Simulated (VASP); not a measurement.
# Zr (P6/mmm) in VASP: single point with PBEsol

Aim: the single point of Zr with PBEsol.

Program: VASP 6.6.1. These are calculated values, not measurements. Logs are shortened: lines on timing, memory, paths and dates and some standing lists are left out, and cuts for length are marked.

## 1. The cell of the first run

The structure is hexagonal, space group P6/mmm (No. 191). The conventional cell has a = 4.972 Å, b = 4.972 Å, c = 3.111 Å, α = 90.00°, β = 90.00°, γ = 120.00°. Zr (site symmetry -6m2) has 11 Zr at 2.87 to 3.26 Å as nearest neighbours. Zr (site symmetry 6/mmm) is surrounded by 14 Zr at 3.11 to 3.26 Å.

The cell was built by a generator and needn't be a form met in nature.

## 2. Single point, PBEsol (relaxed again under DFT PBEsol, scalar-relativistic, plane waves, PAW)

Contents of INCAR:

```
SYSTEM = Zr
  PREC = Accurate
  ENCUT = 520
  EDIFF = 1E-6
  ISMEAR = 0
  SIGMA = 0.1
  LREAL = .FALSE.
  LASPH = .TRUE.
  NELM = 100
  ALGO = Fast
  ISIF = 2
  LWAVE = .FALSE.
  LCHARG = .FALSE.
  GGA = PS
  NBANDS = 25
```

Contents of KPOINTS:

```
regular mesh
0
G
  12 12 14
  0 0 0
```

Contents of POSCAR:

```
Zr
1.0
    4.9717551186      0.0000000000      0.0000000000
   -2.4858775593      4.3056662341      0.0000000000
    0.0000000000      0.0000000000      3.1110267696
Zr
3
Direct
    0.6666666667      0.3333333333      0.5000000000
    0.3333333333      0.6666666667      0.5000000000
    0.0000000000      0.0000000000      0.0000000000
```

Potentials or basis: VASP PAW PBE potentials, release 64 (Zr_sv).

On the command line:

```bash
$ cat potpaw_PBE.64/Zr_sv/POTCAR > POTCAR
$ mpirun -np 1 vasp_std > vasp.out
```

OUTCAR:

```text
SYSTEM = Zr
   PREC = Accurate
   ENCUT = 520
   EDIFF = 1E-6
   ISMEAR = 0
   LREAL = .FALSE.
   LASPH = .TRUE.
   NELM = 100
   ISIF = 2
   GGA = PS

 ion  position               nearest neighbor table
   1  0.667  0.333  0.500-   2 2.87   2 2.87   2 2.87   3 3.26   3 3.26   3 3.26   3 3.26   3 3.26
                             3 3.26
   2  0.333  0.667  0.500-   1 2.87   1 2.87   1 2.87   3 3.26   3 3.26   3 3.26   3 3.26   3 3.26
                             3 3.26
   3  0.000  0.000  0.000-   1 3.26   2 3.26   1 3.26   2 3.26   2 3.26   2 3.26   1 3.26   1 3.26
                             1 3.26   1 3.26   2 3.26   2 3.26

  LATTYP: Found a hexagonal cell.
 ALAT       =     4.9717551186
 C/A-ratio  =     0.6257401452

  Lattice vectors:

 A1 = (   4.9717551186,   0.0000000000,   0.0000000000)
 A2 = (  -2.4858775593,   4.3056662341,   0.0000000000)
 A3 = (   0.0000000000,   0.0000000000,   3.1110267696)

Analysis of symmetry for initial positions (statically):
=====================================================================
 Subroutine PRICEL returns:
 Original cell was already a primitive cell.

 Routine SETGRP: Setting up the symmetry group for a
 hexagonal supercell.

 Subroutine GETGRP returns: Found 24 space group operations
 (whereof 24 operations were pure point group operations)
 out of a pool of 24 trial point group operations.

The static configuration has the point symmetry D_6h.

Analysis of symmetry for dynamics (positions and initial velocities):
=====================================================================
 Subroutine PRICEL returns:
 Original cell was already a primitive cell.

 Routine SETGRP: Setting up the symmetry group for a
 hexagonal supercell.

 Subroutine GETGRP returns: Found 24 space group operations
 (whereof 24 operations were pure point group operations)
 out of a pool of 24 trial point group operations.

The dynamic configuration has the point symmetry D_6h.

 Subroutine INISYM returns: Found 24 space group operations
 (whereof 24 operations are pure point group operations),
 and found     1 'primitive' translations

----------------------------------------------------------------------------------------

                                     Primitive cell

  volume of cell :      66.5969

  direct lattice vectors                    reciprocal lattice vectors
     4.971755119  0.000000000  0.000000000     0.201136214  0.116126047  0.000000000
    -2.485877559  4.305666234  0.000000000     0.000000000  0.232252094  0.000000000
     0.000000000  0.000000000  3.111026770     0.000000000  0.000000000  0.321437286
[... 81 lines left out ...]
   LNONCOLLINEAR =      F non collinear calculations
   LSORBIT =      F    spin-orbit coupling
   LASPH  =      T    aspherical Exc in radial PAW
   ENCUT  =  520.0 eV  38.22 Ry    6.18 a.u.   9.24  9.24  5.78*2*pi/ulx,y,z
   NELM   =    100;   NELMIN=  2; NELMDL= -5     # of ELM steps
   EDIFF  = 0.1E-05   stopping-criterion for ELM
[... 8 lines left out ...]
   TEBEG  =    0.0;   TEEND  =   0.0 temperature during run
   PSTRESS=    0.0 pullay stress
   NELECT =      36.0000    total number of electrons
   NUPDOWN=      -1.0000    fix difference up-down
   EMIN   =  10.00;   EMAX   =-10.00  energy-range for DOS
   EFERMI =   0.00;   METHOD = LEGACY
   ISMEAR =     0;   SIGMA  =   0.10  broadening in eV -4-tet -1-fermi 0-gaus
   EFERMI_NEDOS =   21; number of points for ismear=-14 and -15
   IALGO  =     68    algorithm
   IMIX   =      4    mixing-type and parameters
     AMIX     =   0.40;   BMIX     =  1.00
     AMIX_MAG =   1.60;   BMIX_MAG =  1.00
  volume/ion in A,a.u.               =      22.20       149.81
  Fermi-wavevector in a.u.,A,eV,Ry     =   1.333596  2.520132 24.197677  1.778479
  Thomas-Fermi vector in A             =   2.462442
   LORBIT       =      0    0 simple, 1 ext, 2 COOP (PROOUT), +10 PAW based schemes
   GGA     = PS    functional components
   LHFCALC =     F    Hartree Fock is set to
   AEXX    =    0.0000 exact exchange contribution
   IVDW    =     0    specifies the selected vdW correction
   LEPSILON=     F    determine dielectric tensor
   LRPA    =     F    only Hartree local field effects (RPA)
 non-spin polarized calculation
 RMM-DIIS sequential band-by-band and
 Gauss-broadening in eV      SIGMA  =   0.10
  energy-cutoff  :      520.00
  volume of cell :       66.60
 maximum number of plane-waves:      1818
 NGX is ok and might be reduce to    40
   NGX = 19   NGY = 19   NGZ = 11

 number of electron      36.0000000 magnetization

 Free energy of the ion-electron system (eV)
  ---------------------------------------------------
  ext. energy  EPLUGINS =         0.00000000
  ---------------------------------------------------
  free energy    TOTEN  =       -27.27554252 eV

  energy without entropy =      -27.26034343  energy(sigma->0) =      -27.26794298

 E-fermi :   9.2671     XC(G=0): -11.4196

 val. band max:        9.2640637911   @ k =   0.4167   0.0833   0.2143
 cond. band min:       9.2723529783   @ k =   0.1667   0.1667   0.0714
 fundamental gap:      0.0082891872
 Fermi energy:         9.2670556387

 k-point     1 :       0.0000    0.0000    0.0000
  band No.  band energies     occupation
      1     -39.4092      2.00000
      2     -39.1442      2.00000
      3     -38.9238      2.00000
      4     -17.6334      2.00000
      5     -17.6334      2.00000
      6     -17.5993      2.00000
[... 661 lines left out ...]
     24      12.0577      0.00000
     25      13.3972      0.00000

 [... further k-points ...]

------------------------ aborting loop because EDIFF is reached ----------------------------------------

  FORCE on cell =-STRESS in cart. coord.  units (eV):
  Direction    XX          YY          ZZ          XY          YZ          ZX
  --------------------------------------------------------------------------------------
  -------------------------------------------------------------------------------------
  Total        0.0403166      0.0403166      0.0305224      0.0000000     -0.0000000      0.0000000
  in kB        0.9699301      0.9699301      0.7343024      0.0000000     -0.0000000      0.0000000
  external PRESSURE =       0.8913876 kB  Pullay stress =       0.0000000 kB

 VOLUME and BASIS-vectors are now :
 -----------------------------------------------------------------------------
  energy-cutoff  :      520.00
  volume of cell :       66.60
      direct lattice vectors                 reciprocal lattice vectors
     4.971755119  0.000000000  0.000000000     0.201136214  0.116126047  0.000000000
    -2.485877559  4.305666234  0.000000000     0.000000000  0.232252094  0.000000000
     0.000000000  0.000000000  3.111026770     0.000000000  0.000000000  0.321437286

 POSITION                                       TOTAL-FORCE (eV/Angst)
 -----------------------------------------------------------------------------------
      2.48588      1.43522      1.55551         0.000000      0.000000      0.000000
     -0.00000      2.87044      1.55551        -0.000000     -0.000000      0.000000
      0.00000      0.00000      0.00000        -0.000000      0.000000      0.000000
 -----------------------------------------------------------------------------------
    total drift:                                0.000000      0.000000      0.000000

  FREE ENERGIE OF THE ION-ELECTRON SYSTEM (eV)
  ---------------------------------------------------
  free  energy   TOTEN  =       -27.2755425239 eV

  energy  without entropy=      -27.2603434288  energy(sigma->0) =      -27.26794298
```

Run time: 2.5 min. Hardware: 1 thread of Intel Xeon Platinum 8559C (Emerald Rapids), shared host; peak memory 0.31 GiB.

What came out:

| Quantity | Value |
| --- | --- |
| Free energy | -27.2755 eV |
| Pressure | 0.1 GPa |
| Band gap on the k mesh | none (metal or under the smearing width) |

Levels at points of the mesh, in eV from the Fermi level:
| k point | band 16 | band 17 | band 18 | band 19 | band 20 | band 21 |
| --- | --- | --- | --- | --- | --- | --- |
| (0.00, 0.00, 0.00) | -0.48 | -0.43 | -0.43 | -0.18 | 0.86 | 1.67 |
| (0.50, 0.00, 0.00) | -0.66 | -0.64 | -0.51 | -0.01 | 0.72 | 1.11 |
| (0.00, 0.00, 0.50) | -1.96 | -1.96 | -1.34 | 1.23 | 1.23 | 1.72 |
| (0.50, 0.00, 0.50) | -1.56 | -0.83 | -0.47 | 0.28 | 0.94 | 1.32 |

Caveat: the PAW data sets were made with another functional, which shifts forces and pressure a little.
